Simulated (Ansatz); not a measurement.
Set up this calculation in Ansatz 0.2.0, as the native input.

| Quantity | Value |
| --- | --- |
| Task | band structure |
| Functional | LDA |
| Potentials or basis | Ansatz PAW |
| Cutoff | 420 eV (not typed: the program's choice for these potentials) |
| k mesh | 8 × 8 × 8 |
| Occupations | fermi-dirac, width 0.05 eV |
| Spin | no spin polarisation |
| Path | [["G", "L", "B1"], ["B", "Z", "G", "X"], ["Q", "F", "P1", "Z"], ["L", "P"]] |
| Points for each segment of the path | 14 |

The system is Bi2Se3 (Paraguanajuatite).

```
CELL_PARAMETERS angstrom
2.07150 1.19598 9.54533
-2.07150 1.19598 9.54533
0.00000 -2.39196 9.54533
ATOMIC_POSITIONS crystal
Bi 0.59920 0.59920 0.59920
Bi 0.40080 0.40080 0.40080
Se 0.78830 0.78830 0.78830
Se 0.21170 0.21170 0.21170
Se 0.00000 0.00000 0.00000
```

These files were run (other wordings do the same):

input.yaml

```yaml
crystal:
  lattice:
    - [2.0715, 1.1959810826, 9.5453333333]
    - [-2.0715, 1.1959810826, 9.5453333333]
    - [0.0, -2.3919621653, 9.5453333333]
  atoms:
    - { symbol: Bi, position: [0.5992, 0.5992, 0.5992] }
    - { symbol: Bi, position: [0.4008, 0.4008, 0.4008] }
    - { symbol: Se, position: [0.7883, 0.7883, 0.7883] }
    - { symbol: Se, position: [0.2117, 0.2117, 0.2117] }
    - { symbol: Se, position: [0.0, 0.0, 0.0] }
hamiltonian:
  xc: lda
  pseudopotentials: { kind: paw }
kpoints:
  mp_grid: { grid: [8, 8, 8] }
  band_path:
    path:
      - [[0.0, 0.0, 0.0], [0.5, 0.0, 0.0], [0.5, 0.1771325325, -0.1771325325]]
      - [[0.8228674675, 0.5, 0.1771325325], [0.5, 0.5, 0.5], [0.0, 0.0, 0.0], [0.3385662663, 0.0, -0.3385662663]]
      - [[0.6614337337, 0.3385662663, 0.0], [0.5, 0.5, 0.0], [0.6614337337, 0.6614337337, 0.1771325325], [0.5, 0.5, 0.5]]
      - [[0.5, 0.0, 0.0], [0.8228674675, 0.3385662663, 0.3385662663]]
    npoints: 14
scf:
  occupations: { method: fermi_dirac, width: 0.05 }
  n_extra_bands: 12
output:
  forces: true
  stress: true
  eigenvalues: true
  fatbands: false
```

Potentials or basis: Ansatz PAW.

Launch:

```console
$ ansatz run input.yaml --threads 2 --pin off --max-ram 5632MiB --backend cpu --events-out ev --progress --plain --runs-dir out
```

It gave:

| Quantity | Value |
| --- | --- |
| Pressure | -1.8 GPa |
| Largest force | 0.118 eV/Å |
| Band gap on the k mesh | 0.09 eV, direct |
| Band gap along the path | 0.09 eV, direct |

Caveat: spin-orbit coupling is left out, which as a rule narrows the gap of such compounds by several tenths of an eV; the PAW data sets come from PBE, with cores solved anew for the run's functional, which leaves a small shift of forces and pressure.

Run time: 44 s on 2 threads of Intel(R) Xeon(R) Processor @ 2.50GHz (Skylake/Cascade Lake), on a shared host, peak memory 0.71 GiB.
